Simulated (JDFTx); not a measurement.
# MgO (Fm-3m) in JDFTx: a series of runs

One crystal, MgO, is run at these levels: LDA, PBE, PBEsol, r2SCAN; tasks: single point.

Everything below comes from runs of JDFTx 1.7.0 (patched build). Logs are shortened: lines on timing, memory, paths and dates and some standing lists are left out, and cuts for length are marked. The log counts tension as positive stress, the text compression.

**The experiment to reproduce.**

From “Electronic structure of alkaline earth and post-transition metal oxides”, 2009, arxiv:0908.1581, for a bulk crystal of MgO: band gap 7.83 eV.

The runs below are set against these values where they give the same quantity.

### 1 Starting point

The structure is cubic, space group Fm-3m (No. 225). The conventional cell has a = 4.194 Å, b = 4.194 Å, c = 4.194 Å, α = 90.00°, β = 90.00°, γ = 90.00°. Mg (site symmetry m-3m) has 6 O at 2.10 Å as nearest neighbours. O (site symmetry m-3m) has 6 Mg at 2.10 Å as nearest neighbours.

The cell is a database's computed one.

### 2 Single point, LDA

MgO.in reads:

```
lattice \
    0.0000000000     3.9627583152     3.9627583152 \
    3.9627583152     0.0000000000     3.9627583152 \
    3.9627583152     3.9627583152     0.0000000000
coords-type Lattice
ion Mg     0.0000000000     0.0000000000     0.0000000000 1
ion O      0.5000000000     0.5000000000     0.5000000000 1

ion-species pseudo/Mg.upf
ion-species pseudo/O.upf
elec-cutoff 42 336
elec-ex-corr lda-PW
kpoint-folding 11 11 11
elec-smearing Fermi 0.0018374661
elec-n-bands 14
electronic-SCF nIterations 100 energyDiffThreshold 1e-09
electronic-minimize nIterations 30 energyDiffThreshold 1e-7
converge-empty-states yes
forces-output-coords Cartesian

dump-name run.$VAR
dump End Ecomponents EigStats BandEigs Kpoints Forces Stress ElecDensity
```

Potentials or basis: PseudoDojo-SR-LDA-0.4.1-standard.

On the command line:

```
jdftx -c 1 -i MgO.in -o MgO.out
```

Output:

```text
*************** JDFTx 1.7.0 (patched build) ***************

Input parsed successfully to the following command list (including defaults):
[... the input with its defaults ...]

---------- Setting up symmetries ----------

Found 48 point-group symmetries of the bravais lattice
Found 48 space-group symmetries with basis
Applied RMS atom displacement 0 bohrs to make symmetries exact.

---------- Initializing the Grid ----------
R =
[            0      3.96276      3.96276  ]
[      3.96276            0      3.96276  ]
[      3.96276      3.96276            0  ]
unit cell volume = 124.458
G =
[  -0.792779   0.792779   0.792779  ]
[   0.792779  -0.792779   0.792779  ]
[   0.792779   0.792779  -0.792779  ]
Minimum fftbox size, Smin = [  48  48  48  ]
Chosen fftbox size, S = [  48  48  48  ]

---------- Initializing tighter grid for wavefunction operations ----------
R =
[            0      3.96276      3.96276  ]
[      3.96276            0      3.96276  ]
[      3.96276      3.96276            0  ]
unit cell volume = 124.458
G =
[  -0.792779   0.792779   0.792779  ]
[   0.792779  -0.792779   0.792779  ]
[   0.792779   0.792779  -0.792779  ]
Minimum fftbox size, Smin = [  36  36  36  ]
Chosen fftbox size, S = [  36  36  36  ]

---------- Exchange Correlation functional ----------
Initalized Slater LDA exchange.
Initalized Perdew-Wang LDA correlation.

---------- Setting up pseudopotentials ----------
Width of ionic core gaussian charges (only for fluid interactions / plotting) set to 0

Reading pseudopotential file 'pseudo/Mg.upf':
  'Mg' pseudopotential, 'SLA  PW   NOGX NOGC' functional
  Generated using ONCVPSP code by D. R. Hamann
  10 valence electrons, 3 orbitals, 4 projectors, 1001 radial grid points, with lMax = 1
    2S    l: 0   occupation:  2.0   eigenvalue: -2.914109
    2P    l: 1   occupation:  6.0   eigenvalue: -1.717148
    3S    l: 0   occupation:  2.0   eigenvalue: -0.175731
  Core radius for overlap checks: 1.50 bohrs.

Reading pseudopotential file 'pseudo/O.upf':
  'O' pseudopotential, 'SLA  PW   NOGX NOGC' functional
  Generated using ONCVPSP code by D. R. Hamann
  6 valence electrons, 2 orbitals, 5 projectors, 926 radial grid points, with lMax = 2
    2S    l: 0   occupation:  2.0   eigenvalue: -0.872925
    2P    l: 1   occupation:  4.0   eigenvalue: -0.338004
  Core radius for overlap checks: 1.39 bohrs.

Initialized 2 species with 2 total atoms.

Folded 1 k-points by 11x11x11 to 1331 k-points.

---------- Setting up k-points, bands, fillings ----------
Reduced to 56 k-points under symmetry.
Computing the number of bands and number of electrons
Calculating initial fillings.
nElectrons:  16.000000   nBands: 14   nStates: 56

----- Setting up reduced wavefunction bases (one per k-point) -----
average nbasis = 1617.811 , ideal nbasis = 1618.045

---------- Setting up ewald sum ----------
Optimum gaussian width for ewald sums = 1.799816 bohr.
Real space sum over 1331 unit cells with max indices [  5  5  5  ]
Reciprocal space sum over 2197 terms with max indices [  6  6  6  ]

---------- Allocating electronic variables ----------
Initializing wave functions:  linear combination of atomic orbitals
Note: number of bands (14) exceeds available atomic orbitals (9)
Mg pseudo-atom occupations:   s ( 2 2 )  p ( 6 )
O pseudo-atom occupations:   s ( 2 )  p ( 4 )
	FillingsUpdate:  mu: +0.530660471  nElectrons: 16.000000
LCAOMinimize: Iter:   0  F: -75.3108466168490622  |grad|_K:  6.756e-03  alpha:  1.000e+00
	FillingsUpdate:  mu: +0.438817328  nElectrons: 16.000000
LCAOMinimize: Iter:   1  F: -75.4143510544788853  |grad|_K:  8.485e-04  alpha:  3.442e-01  linmin: -3.147e-01  cgtest:  9.092e-01
LCAOMinimize: Encountered beta<0, resetting CG.
[... 6 lines of inner loops ...]
LCAOMinimize: Iter:   4  F: -75.4158629710972974  |grad|_K:  2.274e-06  alpha:  3.923e-01  linmin: -1.329e-04  cgtest: -5.708e-05
	FillingsUpdate:  mu: +0.430841525  nElectrons: 16.000000
LCAOMinimize: Iter:   5  F: -75.4158629965794773  |grad|_K:  1.337e-07  alpha:  8.975e-01  linmin:  5.924e-04  cgtest: -1.183e-04
LCAOMinimize: Converged (|Delta F|<1.000000e-06 for 2 iters).

-------- Electronic minimization -----------
Will mix electronic density at each iteration.
	FillingsUpdate:  mu: +0.430841525  nElectrons: 16.000000
	FillingsUpdate:  mu: +0.423964564  nElectrons: 16.000000
SCF: Cycle:  0   F: -75.442097005340401   dF: -2.623e-02   |Residual|: 5.862e-02   |deigs|: 1.266e-01
	FillingsUpdate:  mu: +0.418533861  nElectrons: 16.000000
SCF: Cycle:  1   F: -75.444991082617122   dF: -2.894e-03   |Residual|: 1.275e-02   |deigs|: 1.386e-02
	FillingsUpdate:  mu: +0.419623175  nElectrons: 16.000000
SCF: Cycle:  2   F: -75.445056894355588   dF: -6.581e-05   |Residual|: 6.406e-03   |deigs|: 2.965e-03
	FillingsUpdate:  mu: +0.420227186  nElectrons: 16.000000
SCF: Cycle:  3   F: -75.445058720735375   dF: -1.826e-06   |Residual|: 9.874e-04   |deigs|: 1.803e-03
	FillingsUpdate:  mu: +0.420181317  nElectrons: 16.000000
SCF: Cycle:  4   F: -75.445058940840937   dF: -2.201e-07   |Residual|: 3.315e-04   |deigs|: 3.096e-04
	FillingsUpdate:  mu: +0.420215825  nElectrons: 16.000000
SCF: Cycle:  5   F: -75.445058987062680   dF: -4.622e-08   |Residual|: 4.820e-05   |deigs|: 2.903e-04
	FillingsUpdate:  mu: +0.420219261  nElectrons: 16.000000
SCF: Cycle:  6   F: -75.445058988263554   dF: -1.201e-09   |Residual|: 2.077e-05   |deigs|: 2.663e-04
	FillingsUpdate:  mu: +0.420220658  nElectrons: 16.000000
SCF: Cycle:  7   F: -75.445058988395061   dF: -1.315e-10   |Residual|: 5.157e-06   |deigs|: 2.530e-04
	FillingsUpdate:  mu: +0.420220186  nElectrons: 16.000000
SCF: Cycle:  8   F: -75.445058988423085   dF: -2.802e-11   |Residual|: 1.581e-06   |deigs|: 1.658e-04
SCF: Converged (|Delta E|<1.000000e-09 for 2 iters).

Setting wave functions to eigenvectors of Hamiltonian
Converging empty states (this may take a while): |deigs|: 1.413e-03

# Stress tensor in Cartesian coordinates [Eh/a0^3]:
[  0.000136851            0            0  ]
[            0  0.000136851            0  ]
[            0            0  0.000136851  ]

# Ionic positions in lattice coordinates:
ion Mg   0.000000000000000   0.000000000000000   0.000000000000000 1
ion O   0.500000000000000   0.500000000000000   0.500000000000000 1

# Forces in Cartesian coordinates:
force Mg  -0.000000000000000   0.000000000000000   0.000000000000000 1
force O   0.000000000000000  -0.000000000000000  -0.000000000000000 1

# Energy components:
   Eewald =      -47.5873828444100653
       EH =       20.5093253982321748
     Eloc =      -61.1259427176836851
      Enl =      -20.9286226763957757
      Exc =      -11.9457023980657819
 Exc_core =        0.4723322351365788
       KE =       45.1609340147634768
-------------------------------------
     Etot =      -75.4450589884230851
       TS =        0.0000000000000014
-------------------------------------
        F =      -75.4450589884230851

IonicMinimize: Iter:   0  F: -75.445058988423085  |grad|_K:        nan
IonicMinimize: None of the convergence criteria satisfied after 0 iterations.

#--- Lowdin population analysis ---
# oxidation-state Mg +1.518
# oxidation-state O -1.356

Dumping 'run.eigStats' ...
	eMin: -2.338221 at state 0 ( [ +0.000000 +0.000000 +0.000000 ] spin 0 )
	HOMO: +0.288495 at state 0 ( [ +0.000000 +0.000000 +0.000000 ] spin 0 )
	mu  : +0.420220
	LUMO: +0.465523 at state 0 ( [ +0.000000 +0.000000 +0.000000 ] spin 0 )
	eMax: +1.260873 at state 32 ( [ +0.000000 +0.363636 -0.454545 ] spin 0 )
	HOMO-LUMO gap: +0.177028
	Optical gap  : +0.177028 at state 0 ( [ +0.000000 +0.000000 +0.000000 ] spin 0 )
Done!
[note: mu as printed may lie anywhere between the filled and the empty levels]
```

It took 54 s on 1 thread of Arm Neoverse V1, shared host; peak memory 0.09 GiB.

Results:

```yaml
Free_energy: -2052.9646 eV
Pressure: -4.0 GPa
Band_gap_on_the_k_mesh: 4.82 eV, direct
Loewdin_charges: Mg +1.52; O -1.36 e
```

Levels at points of the mesh, in eV from the valence-band top:
| k point | band 6 | band 7 | band 8 | band 9 | band 10 | band 11 |
| --- | --- | --- | --- | --- | --- | --- |
| (0.00, 0.00, 0.00) | 0.00 | 0.00 | 0.00 | 4.82 | 15.77 | 15.77 |

Caveat: the atomic charges don't sum to the cell's charge.

### 3 Single point, PBE

MgO.in reads:

```
include MgO.lattice
coords-type Lattice
include MgO.ionpos

ion-species pseudo/Mg.upf
ion-species pseudo/O.upf
elec-cutoff 42 336
elec-ex-corr gga-PBE
kpoint-folding 11 11 11
elec-smearing Fermi 0.0018374661
elec-n-bands 14
electronic-SCF nIterations 100 energyDiffThreshold 1e-09
electronic-minimize nIterations 30 energyDiffThreshold 1e-7
converge-empty-states yes
forces-output-coords Cartesian

dump-name run.$VAR
dump End Ecomponents EigStats BandEigs Kpoints Forces Stress ElecDensity Dtot KEdensity
```

MgO.lattice reads:

```
lattice \
    0.0000000000     3.9627583152     3.9627583152 \
    3.9627583152     0.0000000000     3.9627583152 \
    3.9627583152     3.9627583152     0.0000000000
```

MgO.ionpos reads:

```
ion Mg     0.0000000000     0.0000000000     0.0000000000 1
ion O      0.5000000000     0.5000000000     0.5000000000 1
```

Potentials or basis: PseudoDojo-SR-PBE-0.5-standard.

On the command line:

```
jdftx -c 1 -i MgO.in -o MgO.out
```

Run time: 57 s. Hardware: 1 thread of Arm Neoverse V1, shared host; peak memory 0.09 GiB.

It converged, with:

```yaml
Free_energy: -2055.3810 eV
Pressure: 6.7 GPa
Band_gap_on_the_k_mesh: 4.89 eV, direct
Loewdin_charges: Mg +1.53; O -1.37 e
```

Levels at points of the mesh, in eV from the valence-band top:
| k point | band 4 | band 5 | band 6 | band 7 | band 8 | band 9 | band 10 | band 11 | band 12 | band 13 |
| --- | --- | --- | --- | --- | --- | --- | --- | --- | --- | --- |
| (0.00, 0.00, 0.00) | -39.06 | -17.25 | 0.00 | 0.00 | 0.00 | 4.89 | 16.04 | 16.04 | 16.04 | 19.84 |

Caveat: the atomic charges don't sum to the cell's charge.

### 4 Single point, PBEsol

MgO.in reads:

```
lattice Face-Centered Cubic 7.9255166303
coords-type Lattice
ion Mg     0.0000000000     0.0000000000     0.0000000000 1
ion O      0.5000000000     0.5000000000     0.5000000000 1

ion-species pseudo/Mg.upf
ion-species pseudo/O.upf
elec-cutoff 42 336
elec-ex-corr gga-PBEsol
kpoint-folding 11 11 11
elec-smearing Fermi 0.0018374661
elec-n-bands 14
electronic-SCF nIterations 100 energyDiffThreshold 1e-09
electronic-minimize nIterations 30 energyDiffThreshold 1e-7
converge-empty-states yes
forces-output-coords Cartesian

dump-name run.$VAR
dump End Ecomponents EigStats BandEigs Kpoints Forces Stress ElecDensity
```

Potentials or basis: PseudoDojo-SR-PBEsol-0.4.1-standard.

On the command line:

```
jdftx -c 1 -i MgO.in -o MgO.out
```

It took 55 s on 1 thread of Arm Neoverse V1, shared host; peak memory 0.1 GiB.

The run converged. Its results:

| Property | Result |
| --- | --- |
| Free energy | -2052.0678 eV |
| Pressure | 2.3 GPa |
| Band gap on the k mesh | 4.79 eV, direct |
| Loewdin charges | Mg +1.52; O -1.36 e |

Levels at points of the mesh, in eV from the valence-band top:
| k point | band 5 | band 6 | band 7 | band 8 | band 9 | band 10 | band 11 | band 12 |
| --- | --- | --- | --- | --- | --- | --- | --- | --- |
| (0.00, 0.00, 0.00) | -17.20 | 0.00 | 0.00 | 0.00 | 4.79 | 15.86 | 15.86 | 15.86 |

Caveat: the atomic charges don't sum to the cell's charge.

### 5 Single point, r2SCAN

MgO.in reads:

```
lattice \
    0.0000000000     2.0970013927     2.0970013927 \
    2.0970013927     0.0000000000     2.0970013927 \
    2.0970013927     2.0970013927     0.0000000000
latt-scale 1.889726124626 1.889726124626 1.889726124626
coords-type Lattice
ion Mg     0.0000000000     0.0000000000     0.0000000000 1
ion O      0.5000000000     0.5000000000     0.5000000000 1

ion-species pseudo/Mg.upf
ion-species pseudo/O.upf
elec-cutoff 40 320
elec-ex-corr mgga-x-r2scan mgga-c-r2scan
kpoint-folding 11 11 11
elec-smearing Fermi 0.0018374661
elec-n-bands 14
electronic-SCF nIterations 100 energyDiffThreshold 1e-09
electronic-minimize nIterations 30 energyDiffThreshold 1e-7
converge-empty-states yes
forces-output-coords Cartesian

dump-name run.$VAR
dump End Ecomponents EigStats BandEigs Kpoints Forces Stress ElecDensity KEdensity
```

Potentials or basis: SG15-PBE-1.2.

On the command line:

```
jdftx -c 1 -i MgO.in -o MgO.out
```

Run time: 2.2 min. Hardware: 1 thread of Arm Neoverse V1, shared host; peak memory 0.11 GiB.

The run converged. Its results:

- Free energy: -1918.2575 eV
- Pressure: 1.9 GPa
- Band gap on the k mesh: 5.66 eV, direct

Levels at points of the mesh, in eV from the valence-band top:
```tsv
k point	band 6	band 7	band 8	band 9	band 10	band 11
(0.00, 0.00, 0.00)	0.00	0.00	0.00	5.66	16.97	16.97
```

Caveat: the cutoff is short for these files and lowers the pressure by up to 1 GPa; the potentials were made for another functional, which shifts forces and pressure.

### 6 The reference run

An earlier run on the cell as given: functional PBE; potentials or basis PseudoDojo-SR-PBE-0.5-standard with smoothed tails; cutoff 1143 eV; density cutoff 9143 eV; k mesh 11 × 11 × 11; occupations fermi-dirac, width 0.05 eV; no spin polarisation.

* Pressure: 6.7 GPa
* Band gap on the k mesh: 4.89 eV, direct
* Loewdin charges: Mg +1.53; O -1.37 e

### 7 Overview

| level | potentials or basis | cutoff (eV) | local potential set to -Z/r beyond | gap on the mesh (eV) | pressure (GPa) |
| --- | --- | --- | --- | --- | --- |
| LDA | PseudoDojo-SR-LDA-0.4.1-standard | 1143 | - | 4.82 | -4.0 |
| PBE | PseudoDojo-SR-PBE-0.5-standard | 1143 | - | 4.89 | 6.7 |
| PBEsol | PseudoDojo-SR-PBEsol-0.4.1-standard | 1143 | - | 4.79 | 2.3 |
| r2SCAN | SG15-PBE-1.2 | 1088 | - | 5.66 | 1.9 |
| PBE | PseudoDojo-SR-PBE-0.5-standard with smoothed tails | 1143 | 6 bohr | 4.89 | 6.7 |

Alike in all rows: task single point; no spin polarisation; cell as given; k mesh 11 × 11 × 11; smearing fermi-dirac 0.05 eV.

Caveats: the cutoff is short for these files and lowers the pressure by up to 1 GPa (some runs); the potentials were made for another functional, which shifts forces and pressure (some runs).

Absolute energies hang on the potentials; compare differences alone.

### 8 Against experiment

Step 2. A measured gap of MgO is 7.83 eV (quoted in “Electronic structure of alkaline earth and post-transition metal oxides”, 2009, arxiv:0908.1581); the calculated 4.82 eV misses it by -3.01 eV. The value is that of LDA, without temperature or zero-point motion. Semilocal functionals fall short of measured gaps as a rule. The cell is a database's relaxed one, not the measured one, which moves gaps too.

Step 3. A measured gap of MgO is 7.83 eV (quoted in “Electronic structure of alkaline earth and post-transition metal oxides”, 2009, arxiv:0908.1581); the calculated 4.89 eV misses it by -2.94 eV. The value is that of PBE, without temperature or zero-point motion. Semilocal functionals fall short of measured gaps as a rule. The cell is a database's relaxed one, not the measured one, which moves gaps too.

Step 4. Measured gap of MgO: 7.83 eV (quoted in “Electronic structure of alkaline earth and post-transition metal oxides”, 2009, arxiv:0908.1581). This calculation gives 4.79 eV (-3.04 eV). The value is that of PBEsol, without temperature or zero-point motion. Semilocal functionals fall short of measured gaps as a rule. The cell is a database's relaxed one, not the measured one, which moves gaps too.

Step 5. Against the measured gap of MgO, 7.83 eV (quoted in “Electronic structure of alkaline earth and post-transition metal oxides”, 2009, arxiv:0908.1581), the calculated 5.66 eV is off by -2.17 eV. The value is that of r2SCAN, without temperature or zero-point motion. The cell is a database's relaxed one, not the measured one, which moves gaps too.
